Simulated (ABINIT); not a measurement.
# CdTe (F-43m): G0W0 with ABINIT, start to end, part 2 of 3

How does a plane-wave GW calculation on CdTe (F-43m) run from the first input to the gap?

ABINIT 10.8.3; PBE and many-body steps on it, plane waves. Known limits of the many-body steps: not at the basis limit; mesh may overstate the screening; no spin-orbit coupling; coarse k mesh.

So far. Step 2 (Ground state): The gap is direct, at Γ.

**3. Bands along the symmetry lines**

Level of this step: DFT, PBE, plane waves, norm-conserving pseudopotentials (ABINIT).

The cheap functional maps the bands first; the places of the edges decide which points the dearer methods must see.

Input file run.abi:

```
acell 3*1.0 Angstrom
rprim 
  0.000000000000 3.240000000000 3.240000000000
  3.240000000000 0.000000000000 3.240000000000
  3.240000000000 3.240000000000 0.000000000000
ntypat 2
znucl 48 52
natom 2
typat 1 2
xred 
  0.000000000000 0.000000000000 0.000000000000
  0.250000000000 0.250000000000 0.250000000000
pp_dirpath "pseudos"
pseudos "Cd.upf, Te.upf"
ecut 47
iscf -2
irdden 1
kptopt 0
nkpt 50
kpt 
  0.00000000 0.00000000 0.00000000
  -0.06250000 -0.06250000 0.00000000
  -0.12500000 -0.12500000 0.00000000
  -0.18750000 -0.18750000 0.00000000
  -0.25000000 -0.25000000 0.00000000
  -0.31250000 -0.31250000 0.00000000
  -0.37500000 -0.37500000 0.00000000
  -0.43750000 -0.43750000 0.00000000
  -0.50000000 -0.50000000 0.00000000
  -0.48437500 -0.48437500 0.03125000
  -0.46875000 -0.46875000 0.06250000
  -0.45312500 -0.45312500 0.09375000
  -0.43750000 -0.43750000 0.12500000
  -0.42187500 -0.42187500 0.15625000
  -0.40625000 -0.40625000 0.18750000
  -0.39062500 -0.39062500 0.21875000
  -0.37500000 -0.37500000 0.25000000
  -0.37500000 0.00000000 0.37500000
  -0.32812500 0.00000000 0.32812500
  -0.28125000 0.00000000 0.28125000
  -0.23437500 0.00000000 0.23437500
  -0.18750000 0.00000000 0.18750000
  -0.14062500 0.00000000 0.14062500
  -0.09375000 0.00000000 0.09375000
  -0.04687500 0.00000000 0.04687500
  0.00000000 0.00000000 0.00000000
  0.00000000 0.00000000 0.06250000
  0.00000000 0.00000000 0.12500000
  0.00000000 0.00000000 0.18750000
  0.00000000 0.00000000 0.25000000
  0.00000000 0.00000000 0.31250000
  0.00000000 0.00000000 0.37500000
  0.00000000 0.00000000 0.43750000
  0.00000000 0.00000000 0.50000000
  -0.06250000 -0.03125000 0.46875000
  -0.12500000 -0.06250000 0.43750000
  -0.18750000 -0.09375000 0.40625000
  -0.25000000 -0.12500000 0.37500000
  -0.31250000 -0.15625000 0.34375000
  -0.37500000 -0.18750000 0.31250000
  -0.43750000 -0.21875000 0.28125000
  -0.50000000 -0.25000000 0.25000000
  -0.50000000 -0.28125000 0.21875000
  -0.50000000 -0.31250000 0.18750000
  -0.50000000 -0.34375000 0.15625000
  -0.50000000 -0.37500000 0.12500000
  -0.50000000 -0.40625000 0.09375000
  -0.50000000 -0.43750000 0.06250000
  -0.50000000 -0.46875000 0.03125000
  -0.50000000 -0.50000000 0.00000000
istwfk *1
nband 32
nbdbuf 5
tolwfr 1e-07
nstep 50
prtwf 0
prtvol 0
indata_prefix "in"
outdata_prefix "out"
tmpdata_prefix "tmp"
```

The run is started by

```console
$ OMP_NUM_THREADS=1 mpirun -n 4 abinit run.abi > log
```

Numbers of over 12 decimals in the logs are rounded to 6 here.

The log of the run:

```text
.Version 10.8.3 of ABINIT. v10.8.2 released Aug 2026.

 Symmetries : space group F-4 3 m (#216); Bravais cF (face-center cubic)
[... echo of the input left out ...]
== DATASET  1 ==================================================================
-   mpi_nproc: 4, omp_nthreads: 1 (-1 if OMP is not activated)

--- !DatasetInfo
iteration_state: {dtset: 1, }
dimensions: {natom: 2, nkpt: 50, mband: 32, nsppol: 1, nspinor: 1, nspden: 1, mpw: 7120, }
cutoff_energies: {ecut:  47.0, pawecutdg:  -1.0, }
electrons: {nelect:   4.40000000E+01, charge:   0.00000000E+00, occopt:   1.00000000E+00, tsmear:   1.00000000E-02, }

 Real(R)+Recip(G) space primitive vectors, cartesian coordinates (Bohr,Bohr^-1):
 R(1)=  0.0000000  6.1227126  6.1227126  G(1)= -0.0816631  0.0816631  0.0816631
 R(2)=  6.1227126  0.0000000  6.1227126  G(2)=  0.0816631 -0.0816631  0.0816631
 R(3)=  6.1227126  6.1227126  0.0000000  G(3)=  0.0816631  0.0816631 -0.0816631
 Unit cell volume ucvol=  4.5905173E+02 bohr^3
 Angles (23,13,12)=  6.00000000E+01  6.00000000E+01  6.00000000E+01 degrees

 getcut: wavevector=  0.0000  0.0000  0.0000  ngfft=  54  54  54
         ecut(hartree)=     47.000   => boxcut(ratio)=   2.02148

--- Pseudopotential description ------------------------------------------------
- Cd Generated using ONCVPSP code by D. R. Hamann
- 48.00000  20.00000  171031                  znucl, zion, pspdat
12 -101130 2 -1 1368                          pspcod,pspxc,lmax,lloc,mmax
     nproj     2     2     2     0
  pspatm : epsatm=   19.67729986
         --- l  ekb(1:nproj) -->
             0   19.509009    1.513170
             1   10.238708    1.182974
             2    0.797507    0.093141
 pspatm: atomic psp has been read  and splines computed

- Te Generated using ONCVPSP code by D. R. Hamann
- 52.00000  24.00000  220131                  znucl, zion, pspdat
12 -101130 3 -1 1294                          pspcod,pspxc,lmax,lloc,mmax
     nproj     2     2     2     2
  pspatm : epsatm=   28.89495404
         --- l  ekb(1:nproj) -->
[...]
pspatm: atomic psp has been read  and splines computed

--------------------------------------------------------------------------------

================================================================================
 prteigrs : about to open file out_EIG
 Non-SCF case, kpt    1 (  0.00000  0.00000  0.00000), residuals and eigenvalues=
  9.19E-08  1.63E-08  5.33E-08  8.30E-08  9.49E-08  2.66E-08  3.80E-08  6.01E-08
  1.16E-08  4.29E-08  7.43E-08  1.37E-08  4.93E-08  4.44E-08  3.83E-08  5.62E-08
  3.62E-08  5.64E-08  5.16E-08  3.48E-08  2.65E-08  5.41E-08  8.04E-08  3.02E-08
[...]
-5.6348E+00 -3.7983E+00 -3.7983E+00 -3.7983E+00 -3.5571E+00 -2.1253E+00
 -2.1253E+00 -2.1253E+00 -1.1257E+00 -1.1257E+00 -1.1257E+00 -1.1254E+00
 -1.1254E+00 -2.1246E-01 -1.0626E-01 -1.0626E-01 -1.0626E-01 -9.6695E-02
[...]
5.6860E-01  5.6860E-01
 Non-SCF case, kpt    2 ( -0.06250 -0.06250  0.00000), residuals and eigenvalues=
[...]
5.7252E-01  5.9101E-01
 Non-SCF case, kpt    3 ( -0.12500 -0.12500  0.00000), residuals and eigenvalues=
[...]
5.8425E-01  6.1077E-01
[...]
Non-SCF case, kpt   49 ( -0.50000 -0.46875  0.03125), residuals and eigenvalues=
[...]
6.5155E-01  7.0497E-01
 Non-SCF case, kpt   50 ( -0.50000 -0.50000  0.00000), residuals and eigenvalues=
[...]
-7.8627E-02  4.0139E-02  1.2986E-01  1.2986E-01  2.9440E-01  2.9675E-01
  5.2262E-01  5.3443E-01  5.3443E-01  5.9983E-01  6.2815E-01  6.2815E-01
  6.4287E-01  7.0161E-01

--- !ResultsGS
iteration_state: {dtset: 1, }
comment   : Summary of ground state results
lattice_vectors:
- [  0.0000000,   6.1227126,   6.1227126, ]
- [  6.1227126,   0.0000000,   6.1227126, ]
- [  6.1227126,   6.1227126,   0.0000000, ]
lattice_lengths: [   8.65882,    8.65882,    8.65882, ]
lattice_angles: [ 60.000,  60.000,  60.000, ] # degrees, (23, 13, 12)
lattice_volume:   4.5905173E+02
convergence: {deltae:  0.000E+00, res2:  0.000E+00, residm:  9.967E-08, diffor:  0.000E+00, }
etotal    :  -4.55693941E+02
entropy   :   0.00000000E+00
fermie    :   1.98221920E-01
cartesian_stress_tensor: null
pressure_GPa: null
xred      :
- [  0.0000E+00,   0.0000E+00,   0.0000E+00, Cd]
- [  2.5000E-01,   2.5000E-01,   2.5000E-01, Te]
cartesian_forces: null
force_length_stats: {min: null, max: null, mean: null, }

 Integrated electronic density in atomic spheres:
 ------------------------------------------------
 Atom  Sphere_radius  Integrated_density
[...]
================================================================================

 ----iterations are completed or convergence reached----

 Mean square residual over all n,k,spin=   51.425E-09; max=  99.671E-09
 reduced coordinates (array xred) for    2 atoms
       0.000000000000      0.000000000000      0.000000000000
       0.250000000000      0.250000000000      0.250000000000

 cartesian coordinates (angstrom) at end:
    1      0.000000     0.000000     0.000000
    2      1.620000     1.620000     1.620000
 length scales=  1.889726125908  1.889726125908  1.889726125908 bohr
              =  1.000000000000  1.000000000000  1.000000000000 angstroms
 prteigrs : about to open file out_EIG
 Eigenvalues (hartree) for nkpt=  50  k points:
 kpt#   1, nband= 32, wtk=  1.00000, kpt=  0.0000  0.0000  0.0000 (reduced coord)
[...]
kpt#   2, nband= 32, wtk=  1.00000, kpt= -0.0625 -0.0625  0.0000 (reduced coord)
[...]
kpt#   3, nband= 32, wtk=  1.00000, kpt= -0.1250 -0.1250  0.0000 (reduced coord)
[...]
kpt#  49, nband= 32, wtk=  1.00000, kpt= -0.5000 -0.4687  0.0313 (reduced coord)
[...]
kpt#  50, nband= 32, wtk=  1.00000, kpt= -0.5000 -0.5000  0.0000 (reduced coord)
[...]
-0.10022   -0.09559   -0.07863    0.04014    0.12986    0.12986    0.29440    0.29675
   0.52262    0.53443    0.53443    0.59983    0.62815    0.62815    0.64287    0.70161

== END DATASET(S) ==============================================================
================================================================================

 -outvars: echo values of variables after computation  --------
            nband          32
             nkpt          50
          spgroup         216
 [... the other variables as echoed above ...]

 Calculation completed.
```

Run time: 45 s. Hardware: 4 MPI ranks of Arm Neoverse V2, shared host; peak memory 0.47 GiB; 3 min of CPU time.

Numbers from this step:

| Quantity | Value |
| --- | --- |
| gap | 0.7704 eV |
| k of the valence top | 0, 0, 0 |
| k of the conduction bottom | 0, 0, 0 |
| least direct gap | 0.7704 eV |

The gap is 0.770 eV, as in the run before at this level.

The electronic bands at the labelled points (eV, zero at the top of the highest filled band):

| point | band 19 | band 20 | band 21 | band 22 | band 23 | band 24 | band 25 | band 26 |
| --- | --- | --- | --- | --- | --- | --- | --- | --- |
| Γ | -8.03 | 0.00 | 0.00 | 0.00 | 0.77 | 4.62 | 4.62 | 4.62 |
| halfway | -8.00 | -2.66 | -1.08 | -1.08 | 2.95 | 3.34 | 6.49 | 6.49 |
| X | -7.53 | -4.30 | -1.86 | -1.86 | 2.62 | 2.68 | 8.83 | 9.15 |
| halfway | -7.51 | -4.27 | -2.15 | -1.78 | 2.72 | 3.25 | 8.10 | 8.50 |
| U | -7.49 | -4.20 | -2.55 | -1.54 | 2.91 | 4.53 | 7.36 | 7.48 |
| jump to K | -7.49 | -4.20 | -2.55 | -1.54 | 2.91 | 4.53 | 7.36 | 7.48 |
| halfway | -7.96 | -3.01 | -1.49 | -0.45 | 2.83 | 4.90 | 5.33 | 5.46 |
| Γ | -8.03 | 0.00 | 0.00 | 0.00 | 0.77 | 4.62 | 4.62 | 4.62 |
| halfway | -8.03 | -2.72 | -0.43 | -0.43 | 1.99 | 5.17 | 5.17 | 5.37 |
| L | -7.67 | -4.42 | -0.77 | -0.77 | 1.82 | 5.21 | 5.21 | 7.07 |
| halfway | -7.58 | -4.23 | -2.06 | -1.26 | 3.24 | 4.61 | 5.99 | 7.21 |
| W | -7.45 | -4.18 | -2.32 | -2.19 | 4.26 | 4.69 | 5.57 | 6.32 |
| halfway | -7.49 | -4.24 | -2.10 | -2.04 | 3.32 | 3.32 | 7.47 | 7.56 |
| X | -7.53 | -4.30 | -1.86 | -1.86 | 2.62 | 2.68 | 8.83 | 9.15 |

The electronic bands as a text plot (rows in eV, shown from -8.0 to 6.8 only):

```
    6.5 |     ++            ++                 +         ++++
    5.8 |    +              ++++             ++      ++++ ++
    5.2 |  ++              ++++++++++      ++++++++++    +
    4.6 |++               +     ++++++++++++        ++++++++
    4.0 |  ++            +                              +++++
    3.4 |    +++++     ++   ++++                      ++     +
    2.8 |    +++++++++++++++    +                    +        +++
    2.2 |  ++                    ++++      +++++  +++
    1.5 | +                          +   ++     ++
    0.9 |+                            +++
    0.3 |
   -0.3 |****                   ***************
   -0.9 |    ***            **** **      **    *******
   -1.5 |  **   ***** ******    *  **               *****
   -2.2 |    *       ****   **** **        *          ***********
   -2.8 |     **         ***    *           *
   -3.4 |       **            **             **
   -4.0 |         ************                 **    ************
   -4.6 |                                        ****
   -5.2 |
   -5.8 |
   -6.5 |
   -7.1 |
   -7.7 |     *******************            ********************
         Γ           X  U|K            Γ         L        W     X
```

**4. Empty states on the mesh, 4×4×4 mesh, 578 bands**

The sums over transitions need many empty states on a uniform mesh; this step solves for them.

Input file run.abi:

```
acell 3*1.0 Angstrom
rprim 
  0.000000000000 3.240000000000 3.240000000000
  3.240000000000 0.000000000000 3.240000000000
  3.240000000000 3.240000000000 0.000000000000
ntypat 2
znucl 48 52
natom 2
typat 1 2
xred 
  0.000000000000 0.000000000000 0.000000000000
  0.250000000000 0.250000000000 0.250000000000
pp_dirpath "pseudos"
pseudos "Cd.upf, Te.upf"
ecut 47
ngkpt 4 4 4
nshiftk 1
shiftk 0 0 0
kptopt 1
chksymbreak 0
iscf -2
irdden 1
istwfk *1
nband 578
nbdbuf 52
tolwfr 1e-09
nstep 60
prtvol 0
indata_prefix "in"
outdata_prefix "out"
tmpdata_prefix "tmp"
```

The log of the run:

```text
.Version 10.8.3 of ABINIT. v10.8.2 released Aug 2026.

 Symmetries : space group F-4 3 m (#216); Bravais cF (face-center cubic)
[... echo of the input left out ...]
== DATASET  1 ==================================================================
-   mpi_nproc: 4, omp_nthreads: 1 (-1 if OMP is not activated)

--- !DatasetInfo
iteration_state: {dtset: 1, }
dimensions: {natom: 2, nkpt: 8, mband: 578, nsppol: 1, nspinor: 1, nspden: 1, mpw: 7120, }
cutoff_energies: {ecut:  47.0, pawecutdg:  -1.0, }
electrons: {nelect:   4.40000000E+01, charge:   0.00000000E+00, occopt:   1.00000000E+00, tsmear:   1.00000000E-02, }

 Real(R)+Recip(G) space primitive vectors, cartesian coordinates (Bohr,Bohr^-1):
 R(1)=  0.0000000  6.1227126  6.1227126  G(1)= -0.0816631  0.0816631  0.0816631
 R(2)=  6.1227126  0.0000000  6.1227126  G(2)=  0.0816631 -0.0816631  0.0816631
 R(3)=  6.1227126  6.1227126  0.0000000  G(3)=  0.0816631  0.0816631 -0.0816631
 Unit cell volume ucvol=  4.5905173E+02 bohr^3
 Angles (23,13,12)=  6.00000000E+01  6.00000000E+01  6.00000000E+01 degrees

 getcut: wavevector=  0.0000  0.0000  0.0000  ngfft=  54  54  54
         ecut(hartree)=     47.000   => boxcut(ratio)=   2.02148

--- Pseudopotential description ------------------------------------------------
- Cd Generated using ONCVPSP code by D. R. Hamann
- 48.00000  20.00000  171031                  znucl, zion, pspdat
12 -101130 2 -1 1368                          pspcod,pspxc,lmax,lloc,mmax
     nproj     2     2     2     0
  pspatm : epsatm=   19.67729986
         --- l  ekb(1:nproj) -->
             0   19.509009    1.513170
             1   10.238708    1.182974
             2    0.797507    0.093141
 pspatm: atomic psp has been read  and splines computed

- Te Generated using ONCVPSP code by D. R. Hamann
- 52.00000  24.00000  220131                  znucl, zion, pspdat
12 -101130 3 -1 1294                          pspcod,pspxc,lmax,lloc,mmax
     nproj     2     2     2     2
  pspatm : epsatm=   28.89495404
         --- l  ekb(1:nproj) -->
[...]
pspatm: atomic psp has been read  and splines computed

--------------------------------------------------------------------------------

================================================================================
 prteigrs : about to open file out_EIG
 Non-SCF case, kpt    1 (  0.00000  0.00000  0.00000), residuals and eigenvalues=
  1.52E-10  3.53E-10  2.16E-10  4.21E-10  1.60E-10  1.03E-10  1.39E-10  1.54E-10
  1.07E-10  1.52E-10  2.37E-10  1.79E-10  1.65E-10  7.05E-11  1.53E-10  2.97E-10
  5.76E-10  9.36E-11  1.28E-10  1.78E-10  2.89E-10  6.22E-10  9.90E-10  1.00E-10
[...]
2.89E-03  8.85E-03
 -5.6348E+00 -3.7983E+00 -3.7983E+00 -3.7983E+00 -3.5571E+00 -2.1253E+00
 -2.1253E+00 -2.1253E+00 -1.1257E+00 -1.1257E+00 -1.1257E+00 -1.1254E+00
 -1.1254E+00 -2.1246E-01 -1.0626E-01 -1.0626E-01 -1.0626E-01 -9.6695E-02
[...]
8.3783E+00  8.4017E+00  8.4018E+00  8.4023E+00  8.4136E+00  8.4137E+00
  8.4141E+00  8.5164E+00  8.5212E+00  8.5312E+00  8.5377E+00  8.5500E+00
  8.5720E+00  8.5820E+00
 prteigrs : prtvol=0 or 1, do not print more k-points.

--- !ResultsGS
iteration_state: {dtset: 1, }
comment   : Summary of ground state results
lattice_vectors:
- [  0.0000000,   6.1227126,   6.1227126, ]
- [  6.1227126,   0.0000000,   6.1227126, ]
- [  6.1227126,   6.1227126,   0.0000000, ]
lattice_lengths: [   8.65882,    8.65882,    8.65882, ]
lattice_angles: [ 60.000,  60.000,  60.000, ] # degrees, (23, 13, 12)
lattice_volume:   4.5905173E+02
convergence: {deltae:  0.000E+00, res2:  0.000E+00, residm:  9.993E-10, diffor:  0.000E+00, }
etotal    :  -4.55693941E+02
entropy   :   0.00000000E+00
fermie    :   1.98221920E-01
cartesian_stress_tensor: null
pressure_GPa: null
xred      :
- [  0.0000E+00,   0.0000E+00,   0.0000E+00, Cd]
- [  2.5000E-01,   2.5000E-01,   2.5000E-01, Te]
cartesian_forces: null
force_length_stats: {min: null, max: null, mean: null, }

 Integrated electronic density in atomic spheres:
 ------------------------------------------------
 Atom  Sphere_radius  Integrated_density
[...]
================================================================================

 ----iterations are completed or convergence reached----

 Mean square residual over all n,k,spin=   28.360E-11; max=  99.934E-11
 reduced coordinates (array xred) for    2 atoms
       0.000000000000      0.000000000000      0.000000000000
       0.250000000000      0.250000000000      0.250000000000

 cartesian coordinates (angstrom) at end:
    1      0.000000     0.000000     0.000000
    2      1.620000     1.620000     1.620000
 length scales=  1.889726125908  1.889726125908  1.889726125908 bohr
              =  1.000000000000  1.000000000000  1.000000000000 angstroms
 prteigrs : about to open file out_EIG
 Eigenvalues (hartree) for nkpt=   8  k points:
 kpt#   1, nband=578, wtk=  0.01563, kpt=  0.0000  0.0000  0.0000 (reduced coord)
[...]
8.28673    8.28673    8.32048    8.32049    8.37828    8.40172    8.40184    8.40233
   8.41356    8.41368    8.41415    8.51637    8.52122    8.53119    8.53770    8.55001
   8.57199    8.58205
 prteigrs : prtvol=0 or 1, do not print more k-points.

== END DATASET(S) ==============================================================
================================================================================

 -outvars: echo values of variables after computation  --------
            nband         578
             nkpt           8
          spgroup         216
 [... the other variables as echoed above ...]

 Calculation completed.
```

The job ended after 10 min (4 MPI ranks; peak memory 0.94 GiB; 42 min of CPU time).

Numbers from this step:

```yaml
gap: 0.7704 eV
k_of_the_valence_top: 0, 0, 0
k_of_the_conduction_bottom: 0, 0, 0
least_direct_gap: 0.7704 eV
k_points_computed: 8
lowest_point_of_the_top_converged_band_above_the_valence_top: 204.6356 eV
```

On this mesh the gap is 0.770 eV.

[end of part 2 of 3]

[Paths, hosts, dates, memory and timing lines, banners, echoed tables and standing remarks are left out of the program output.]

[Logs are printed without paths, hosts, clocks, repeated set-up lines and the standing remarks that a program may print on its own settings, such as how far it seeks lower states.]

[Runs of the session that timed out or met a known fault of the program may be left out.]

[Hosts, paths, dates, database ids (printed as entryN), source tags and the programs' standing remarks are cut or masked in the printed files.]

[G0W0 gaps are taken among the corrected bands and points alone; a level outside them can change the order at an edge.]

[Where Ansatz stands beside ABINIT at settings called matched, ABINIT's density can come from a denser mesh and the files from another edition; pairs whose starting gaps differed by over 0.03 eV were left out, so agreement reads better than it is.]
